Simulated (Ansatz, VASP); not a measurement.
# Si54BN71 (B_N): VASP beside Ansatz, part 2 of 3

Aim: how closely do two programs agree when they are given the same cell, functional and k mesh? Of the first pair: The structure shown is the start of the Ansatz relaxation below; VASP solves that cell, so the two are compared at the walk's first step.

VASP 6.6.1 and Ansatz 0.2.0.

So far: The structure; Ansatz: relaxation, PBEsol.

### Step 3. VASP: single point, PBEsol, start cell, pair 1

Level of this step: PBEsol; plane waves and PAW (Si, N, B) (VASP).

The same cell, functional and mesh now go to VASP, with its own data sets.

Lines of VASP's logs that name or quote its potential files are left out, and so is its time.

Contents of INCAR:

```
SYSTEM = Si54BN71
PREC = Accurate
ENCUT = 520
EDIFF = 1E-06
NELM = 120
ISMEAR = 0
SIGMA = 0.01
LREAL = Auto
ALGO = Normal
GGA = PS
NBANDS = 384
LORBIT = 11
LWAVE = .FALSE.
LCHARG = .FALSE.
ISIF = 2
ISYM = 0
LASPH = .TRUE.
GGA_COMPAT = .FALSE.
EFERMI = MIDGAP
NCORE = 4
```

Contents of POSCAR:

```
Si54BN71
1.0
   11.4366858822      6.6029736727      0.0000000000
  -11.4366858822      6.6029736727      0.0000000000
    0.0000000000      0.0000000000      8.7307673276
Si N B
54 71 1
Direct
    0.0169105082      0.8039046682      0.2458670492
    0.3497820681      0.4689853945      0.2499395435
[... 9 atom lines left out ...]
    0.8630772553      0.5467002876      0.2461107849
[... 1 atom line left out ...]
    0.4543450599      0.3148208117      0.2555752451
[... 2 atom lines left out ...]
    0.6488783440      0.5246974393      0.0804980792
[... 2 atom lines left out ...]
    0.3544897861      0.4768991111      0.5864189032
    0.6822486821      0.1367321693      0.5815528933
[... 1 atom line left out ...]
    0.5476741207      0.6861357359      0.4219805501
[... 2 atom lines left out ...]
    0.4758966562      0.1202582272      0.4206158362
    0.8042140619      0.7890562617      0.4160581612
    0.1892566148      0.2119277805      0.5835550083
[... 1 atom line left out ...]
    0.8635595831      0.5456909245      0.5829235632
[... 1 atom line left out ...]
    0.4565197055      0.3124797260      0.5819071577
[... 2 atom lines left out ...]
    0.6487257665      0.5274906452      0.4220158277
[... 2 atom lines left out ...]
    0.3571687764      0.4754157942      0.9174082528
[... 2 atom lines left out ...]
    0.5477315710      0.6844153984      0.7461113961
[... 2 atom lines left out ...]
    0.4706663927      0.1163127764      0.7480810970
    0.8045321700      0.7871079789      0.7451854752
[... 2 atom lines left out ...]
    0.8614148484      0.5434170440      0.9179485261
[... 1 atom line left out ...]
    0.4519455923      0.3095582769      0.9155967282
[... 2 atom lines left out ...]
    0.6495755965      0.5309378186      0.7483105155
[... 2 atom lines left out ...]
    0.3348185592      0.3325998220      0.2450982737
[... 3 atom lines left out ...]
    0.6663696998      0.6627453981      0.0830499741
[... 7 atom lines left out ...]
    0.4542899197      0.2426759063      0.0785406339
[... 6 atom lines left out ...]
    0.7865710270      0.5408701282      0.0791875415
[... 1 atom line left out ...]
    0.5748047143      0.4556761474      0.2480166884
[... 1 atom line left out ...]
    0.0001222054      0.6630131056      0.5822371401
    0.3375549352      0.3350576209      0.5819641973
[... 3 atom lines left out ...]
    0.6695784880      0.6690853381      0.4206826115
    0.2145293124      0.4594695887      0.5875327801
    0.5484931555      0.1244266864      0.5780888221
    0.8758067574      0.7877390243      0.5824411314
[... 1 atom line left out ...]
    0.4202790858      0.5476028590      0.4164994741
[... 2 atom lines left out ...]
    0.4557827867      0.2444302126      0.4116688563
[... 1 atom line left out ...]
    0.2116591485      0.0884901628      0.5870941015
    0.5407715884      0.7545431325      0.5875616435
    0.8769016315      0.4248324698      0.5778981172
[... 2 atom lines left out ...]
    0.7845398045      0.5422213541      0.4115889091
[... 3 atom lines left out ...]
    0.3297343718      0.3333197636      0.9184763148
[... 3 atom lines left out ...]
    0.6704678455      0.6672585242      0.7520211860
[... 4 atom lines left out ...]
    0.4240853626      0.5486006299      0.7448235368
    0.7574932498      0.2158989397      0.7453521272
[... 1 atom line left out ...]
    0.4588861912      0.2417923560      0.7530761906
[... 6 atom lines left out ...]
    0.7843124344      0.5392274483      0.7486127799
[... 1 atom line left out ...]
    0.5731887047      0.4534411648      0.9139737323
[... 1 atom line left out ...]
    0.5757679743      0.4491546341      0.5837797308
```

Contents of KPOINTS:

```
Points of the shifted mesh
1
Reciprocal
 0.2500000000  0.2500000000  0.2500000000 1
```

Potentials, in the order of the species: Si, N and B (PBE family, release 64).

The run is started by

```
> mpirun -np 16 vasp_std
```

Numbers of over 12 decimals in the logs are rounded to 6 here.

What it wrote:

```text
[banner, memory and clock lines left out]
running   16 mpi-ranks, on    1 nodes
[...]
|                                                                             |
|               ----> ADVICE to this user running VASP <----                  |
|                                                                             |
|     You enforced a specific xc type in the INCAR file but a different       |
|     [... a line on the potential file left out ...]
|     I HOPE YOU KNOW WHAT YOU ARE DOING!                                     |
|                                                                             |

 LDA part: xc-table for (Slater+PW92), standard interpolation
 POSCAR, INCAR and KPOINTS ok, starting setup
[...]
entering main loop
       N       E                     dE             d eps       ncg     rms          rms(c)
DAV:   1     0.267294319312E+04    0.26729E+04   -0.28313E+05   776   0.139E+03
DAV:   2    -0.944397354953E+03   -0.36173E+04   -0.34722E+04   936   0.298E+02
DAV:   3    -0.120797820554E+04   -0.26358E+03   -0.26126E+03   936   0.821E+01
DAV:   4    -0.121391240678E+04   -0.59342E+01   -0.59074E+01   952   0.126E+01
[...]
DAV:  16    -0.107056508809E+04   -0.24140E-04   -0.25722E-05   920   0.733E-03    0.487E-03
DAV:  17    -0.107056509133E+04   -0.32442E-05   -0.36919E-06   768   0.330E-03    0.311E-03
DAV:  18    -0.107056509218E+04   -0.85047E-06   -0.11769E-06   616   0.180E-03
   1 F= -.10705651E+04 E0= -.10705651E+04  d E =0.000000E+00
```

OUTCAR, selected parts (step 3):

```text
  FREE ENERGIE OF THE ION-ELECTRON SYSTEM (eV)
  ---------------------------------------------------
  free  energy   TOTEN  =     -1070.5650921840 eV

  energy  without entropy=    -1070.5650921840  energy(sigma->0) =    -1070.56509218
```

The run ends at a pressure of 3.05 GPa, with forces up to 5.9 eV/Å.

### Step 4. Differences

Known differences besides the potentials themselves: fixed occupations in Ansatz, narrow Gaussian smearing in VASP; the cutoff is 420 eV in Ansatz and 520 eV in VASP (PREC = Accurate, projectors in real space); Ansatz makes its cores anew for this functional, VASP keeps those of its PBE data sets. Total energies have different zeros and are not compared.

Forces on 10 of the 126 atoms, those with the largest forces and the largest differences (eV/Å; atoms numbered as in POSCAR):

```
atom          Ansatz x, y, z            VASP x, y, z
Si14    0.174, 1.125, -3.063    0.167, 1.121, -3.085
Si26  -1.830, -0.361, -2.870  -1.838, -0.348, -2.885
Si28    2.487, 1.947, -0.453    2.499, 1.955, -0.465
Si32   -0.272, -5.830, 0.683   -0.268, -5.822, 0.689
Si35   -0.501, 1.972, -5.579   -0.513, 1.966, -5.574
Si39  -0.204, -2.214, -1.821  -0.208, -2.238, -1.849
Si53     0.964, 0.162, 3.769     0.969, 0.151, 3.757
 N66     0.268, 1.994, 1.374     0.270, 2.014, 1.405
 N92    2.411, -1.270, 1.660    2.431, -1.283, 1.677
N100    0.298, -1.754, 1.048    0.299, -1.773, 1.078
```

The forces differ by 10 meV/Å r.m.s., which is 0.9 % of the r.m.s. force of 1.207 eV/Å (both taken over all components).

### Step 5. Ansatz: relaxation, PBEsol

This run makes the geometry at which the two programs are then compared.

The structure compared here is the end of the Ansatz relaxation.

Contents of input.yaml:

```yaml
crystal:
  lattice:
    - [11.43668588, 6.60297367, 0.0]
    - [-11.43668588, 6.60297367, 0.0]
    - [0.0, 0.0, 8.73076733]
  atoms:
    - { symbol: Si, position: [0.01950046, 0.80655545, 0.25] }
    - { symbol: Si, position: [0.3528338, 0.47322211, 0.25] }
    - { symbol: Si, position: [0.68616713, 0.13988878, 0.25] }
    - { symbol: Si, position: [0.21294502, 0.01950046, 0.08333333] }
    - { symbol: Si, position: [0.54627835, 0.68616713, 0.08333333] }
    - { symbol: Si, position: [0.87961168, 0.3528338, 0.08333333] }
    - { symbol: Si, position: [0.13988878, 0.45372165, 0.08333333] }
    - { symbol: Si, position: [0.47322211, 0.12038832, 0.08333333] }
    - { symbol: Si, position: [0.80655545, 0.78705498, 0.08333333] }
    - { symbol: Si, position: [0.19344455, 0.21294502, 0.25] }
    - { symbol: Si, position: [0.52677789, 0.87961168, 0.25] }
    - { symbol: Si, position: [0.86011122, 0.54627835, 0.25] }
    - { symbol: Si, position: [0.12038832, 0.6471662, 0.25] }
    - { symbol: Si, position: [0.45372165, 0.31383287, 0.25] }
    - { symbol: Si, position: [0.78705498, 0.98049954, 0.25] }
    - { symbol: Si, position: [0.31383287, 0.86011122, 0.08333333] }
    - { symbol: Si, position: [0.6471662, 0.52677789, 0.08333333] }
    - { symbol: Si, position: [0.98049954, 0.19344455, 0.08333333] }
    - { symbol: "N", position: [0.0, 0.66666667, 0.25] }
    - { symbol: "N", position: [0.33333333, 0.33333333, 0.25] }
    - { symbol: "N", position: [0.66666667, 0.0, 0.25] }
    - { symbol: "N", position: [0.0, 0.33333333, 0.08333333] }
    - { symbol: "N", position: [0.33333333, 0.0, 0.08333333] }
    - { symbol: "N", position: [0.66666667, 0.66666667, 0.08333333] }
    - { symbol: "N", position: [0.21345843, 0.45653274, 0.25] }
    - { symbol: "N", position: [0.54679176, 0.12319941, 0.25] }
    - { symbol: "N", position: [0.8801251, 0.78986608, 0.25] }
    - { symbol: "N", position: [0.09025902, 0.8801251, 0.08333333] }
    - { symbol: "N", position: [0.42359235, 0.54679176, 0.08333333] }
    - { symbol: "N", position: [0.75692569, 0.21345843, 0.08333333] }
    - { symbol: "N", position: [0.12319941, 0.57640765, 0.08333333] }
    - { symbol: "N", position: [0.45653274, 0.24307431, 0.08333333] }
    - { symbol: "N", position: [0.78986608, 0.90974098, 0.08333333] }
    - { symbol: "N", position: [0.21013392, 0.09025902, 0.25] }
    - { symbol: "N", position: [0.54346726, 0.75692569, 0.25] }
    - { symbol: "N", position: [0.87680059, 0.42359235, 0.25] }
    - { symbol: "N", position: [0.1198749, 0.21013392, 0.08333333] }
    - { symbol: "N", position: [0.45320824, 0.87680059, 0.08333333] }
    - { symbol: "N", position: [0.78654157, 0.54346726, 0.08333333] }
    - { symbol: "N", position: [0.24307431, 0.78654157, 0.25] }
    - { symbol: "N", position: [0.57640765, 0.45320824, 0.25] }
    - { symbol: "N", position: [0.90974098, 0.1198749, 0.25] }
    - { symbol: Si, position: [0.01950046, 0.80655545, 0.58333333] }
    - { symbol: Si, position: [0.3528338, 0.47322211, 0.58333333] }
    - { symbol: Si, position: [0.68616713, 0.13988878, 0.58333333] }
    - { symbol: Si, position: [0.21294502, 0.01950046, 0.41666667] }
    - { symbol: Si, position: [0.54627835, 0.68616713, 0.41666667] }
    - { symbol: Si, position: [0.87961168, 0.3528338, 0.41666667] }
    - { symbol: Si, position: [0.13988878, 0.45372165, 0.41666667] }
    - { symbol: Si, position: [0.47322211, 0.12038832, 0.41666667] }
    - { symbol: Si, position: [0.80655545, 0.78705498, 0.41666667] }
    - { symbol: Si, position: [0.19344455, 0.21294502, 0.58333333] }
    - { symbol: Si, position: [0.52677789, 0.87961168, 0.58333333] }
    - { symbol: Si, position: [0.86011122, 0.54627835, 0.58333333] }
    - { symbol: Si, position: [0.12038832, 0.6471662, 0.58333333] }
    - { symbol: Si, position: [0.45372165, 0.31383287, 0.58333333] }
    - { symbol: Si, position: [0.78705498, 0.98049954, 0.58333333] }
    - { symbol: Si, position: [0.31383287, 0.86011122, 0.41666667] }
    - { symbol: Si, position: [0.6471662, 0.52677789, 0.41666667] }
    - { symbol: Si, position: [0.98049954, 0.19344455, 0.41666667] }
    - { symbol: "N", position: [0.0, 0.66666667, 0.58333333] }
    - { symbol: "N", position: [0.33333333, 0.33333333, 0.58333333] }
    - { symbol: "N", position: [0.66666667, 0.0, 0.58333333] }
    - { symbol: "N", position: [0.0, 0.33333333, 0.41666667] }
    - { symbol: "N", position: [0.33333333, 0.0, 0.41666667] }
    - { symbol: "N", position: [0.66666667, 0.66666667, 0.41666667] }
    - { symbol: "N", position: [0.21345843, 0.45653274, 0.58333333] }
    - { symbol: "N", position: [0.54679176, 0.12319941, 0.58333333] }
    - { symbol: "N", position: [0.8801251, 0.78986608, 0.58333333] }
    - { symbol: "N", position: [0.09025902, 0.8801251, 0.41666667] }
    - { symbol: "N", position: [0.42359235, 0.54679176, 0.41666667] }
    - { symbol: "N", position: [0.75692569, 0.21345843, 0.41666667] }
    - { symbol: "N", position: [0.12319941, 0.57640765, 0.41666667] }
    - { symbol: "N", position: [0.45653274, 0.24307431, 0.41666667] }
    - { symbol: "N", position: [0.78986608, 0.90974098, 0.41666667] }
    - { symbol: "N", position: [0.21013392, 0.09025902, 0.58333333] }
    - { symbol: "N", position: [0.54346726, 0.75692569, 0.58333333] }
    - { symbol: "N", position: [0.87680059, 0.42359235, 0.58333333] }
    - { symbol: "N", position: [0.1198749, 0.21013392, 0.41666667] }
    - { symbol: "N", position: [0.45320824, 0.87680059, 0.41666667] }
    - { symbol: "N", position: [0.78654157, 0.54346726, 0.41666667] }
    - { symbol: "N", position: [0.24307431, 0.78654157, 0.58333333] }
    - { symbol: B, position: [0.57640765, 0.45320824, 0.58333333] }
    - { symbol: "N", position: [0.90974098, 0.1198749, 0.58333333] }
    - { symbol: Si, position: [0.01950046, 0.80655545, 0.91666667] }
    - { symbol: Si, position: [0.3528338, 0.47322211, 0.91666667] }
    - { symbol: Si, position: [0.68616713, 0.13988878, 0.91666667] }
    - { symbol: Si, position: [0.21294502, 0.01950046, 0.75] }
    - { symbol: Si, position: [0.54627835, 0.68616713, 0.75] }
    - { symbol: Si, position: [0.87961168, 0.3528338, 0.75] }
    - { symbol: Si, position: [0.13988878, 0.45372165, 0.75] }
    - { symbol: Si, position: [0.47322211, 0.12038832, 0.75] }
    - { symbol: Si, position: [0.80655545, 0.78705498, 0.75] }
    - { symbol: Si, position: [0.19344455, 0.21294502, 0.91666667] }
    - { symbol: Si, position: [0.52677789, 0.87961168, 0.91666667] }
    - { symbol: Si, position: [0.86011122, 0.54627835, 0.91666667] }
    - { symbol: Si, position: [0.12038832, 0.6471662, 0.91666667] }
    - { symbol: Si, position: [0.45372165, 0.31383287, 0.91666667] }
    - { symbol: Si, position: [0.78705498, 0.98049954, 0.91666667] }
    - { symbol: Si, position: [0.31383287, 0.86011122, 0.75] }
    - { symbol: Si, position: [0.6471662, 0.52677789, 0.75] }
    - { symbol: Si, position: [0.98049954, 0.19344455, 0.75] }
    - { symbol: "N", position: [0.0, 0.66666667, 0.91666667] }
    - { symbol: "N", position: [0.33333333, 0.33333333, 0.91666667] }
    - { symbol: "N", position: [0.66666667, 0.0, 0.91666667] }
    - { symbol: "N", position: [0.0, 0.33333333, 0.75] }
    - { symbol: "N", position: [0.33333333, 0.0, 0.75] }
    - { symbol: "N", position: [0.66666667, 0.66666667, 0.75] }
    - { symbol: "N", position: [0.21345843, 0.45653274, 0.91666667] }
    - { symbol: "N", position: [0.54679176, 0.12319941, 0.91666667] }
    - { symbol: "N", position: [0.8801251, 0.78986608, 0.91666667] }
    - { symbol: "N", position: [0.09025902, 0.8801251, 0.75] }
    - { symbol: "N", position: [0.42359235, 0.54679176, 0.75] }
    - { symbol: "N", position: [0.75692569, 0.21345843, 0.75] }
    - { symbol: "N", position: [0.12319941, 0.57640765, 0.75] }
    - { symbol: "N", position: [0.45653274, 0.24307431, 0.75] }
    - { symbol: "N", position: [0.78986608, 0.90974098, 0.75] }
    - { symbol: "N", position: [0.21013392, 0.09025902, 0.91666667] }
    - { symbol: "N", position: [0.54346726, 0.75692569, 0.91666667] }
    - { symbol: "N", position: [0.87680059, 0.42359235, 0.91666667] }
    - { symbol: "N", position: [0.1198749, 0.21013392, 0.75] }
    - { symbol: "N", position: [0.45320824, 0.87680059, 0.75] }
    - { symbol: "N", position: [0.78654157, 0.54346726, 0.75] }
    - { symbol: "N", position: [0.24307431, 0.78654157, 0.91666667] }
    - { symbol: "N", position: [0.57640765, 0.45320824, 0.91666667] }
    - { symbol: "N", position: [0.90974098, 0.1198749, 0.91666667] }
  host:
    repeats: [1, 1, 3]
    atoms:
      - { symbol: Si, position: [0.01950046, 0.80655545, 0.75] }
      - { symbol: Si, position: [0.3528338, 0.47322211, 0.75] }
      # ... 40 more atoms of the perfect host
basis:
  ecutwfc: 420
  xc_grid: 2
hamiltonian:
  xc: pbesol
  pseudopotentials: { kind: paw, azcp: { folder: soft_1 }, xc_functional: pbe }
kpoints:
  mp_grid: { grid: [1, 1, 1], shift: [0.25, 0.25, 0.25] }
scf:
  occupations: { method: fixed }
  max_iter: 80
output:
  forces: true
  charged_corrections:
    epsilon: [4.29, 4.29, 4.37]
    static_epsilon: [8.29, 8.29, 8.25]
    defect_position: [0.576408, 0.453208, 0.583333]
relax:
  f_tol: 0.02
  max_steps: 80
  random_displacement: { amplitude: 0.05, seed: 8598 }
checkpoint:
  write: "../q0.relax.run"
  compress: false
  write_wavefunctions: true
  write_every: 100000
```

The run is started by

```
> ansatz run input.yaml --threads 4 --pin off --max-ram 15073MiB --backend cpu --events-out ev --progress --plain --runs-dir out
```

What it wrote:

```text
[...]
Crystal: 126 atoms, lattice volume = 1318.628 Å³
Basis set: ecut = 420 eV, 25805 PW (Γ), exchange–correlation on 180×180×120 points (8 copies of the dense FFT grid, shifted against one another)
Bands: 413, of which v1, the nominal top of the filled ones, is band 287 counted from 1 (286 counted from 0)
Symmetry: 1 space group operations
k-points: 1
[...]
SCF iter   1: F=—  HF=-60826.003654 eV  |F-HF|=—  |Δ(HF+E_count)|=         —  Δρ=1.47e-1  dr2=3.28e2  ethr=3.10e-3  ⟨swp⟩=7.0  Hψ=1640  notcnv=0  defer=124
[...]
- { symbol: Si, position: [0.471887, 0.117462, 0.415357] }
[...]
- { symbol: B, position: [0.568800, 0.453702, 0.582692] }
[...]
- { symbol: Si, position: [0.786922, 0.981183, 0.916550] }
    - { symbol: Si, position: [0.313557, 0.858239, 0.749075] }
    - { symbol: Si, position: [0.651266, 0.532363, 0.760085] }
    - { symbol: Si, position: [0.978670, 0.193495, 0.750283] }
[...]
- { symbol: N, position: [0.789586, 0.545691, 0.751578] }
    - { symbol: N, position: [0.244034, 0.785766, 0.916308] }
    - { symbol: N, position: [0.578103, 0.452930, 0.921584] }
    - { symbol: N, position: [0.908353, 0.120827, 0.917101] }
```

(Continued in part 3 of 3.)

[Lines on the potential files, build, host, timing and source positions are cut from VASP's logs without a mark.]

[Logs are printed without paths, hosts, clocks, repeated set-up lines and the standing remarks that a program may print on its own settings, such as how far it seeks lower states.]

[Hosts, paths, dates, database ids (printed as entryN), source tags and the programs' standing remarks are cut or masked in the printed files.]
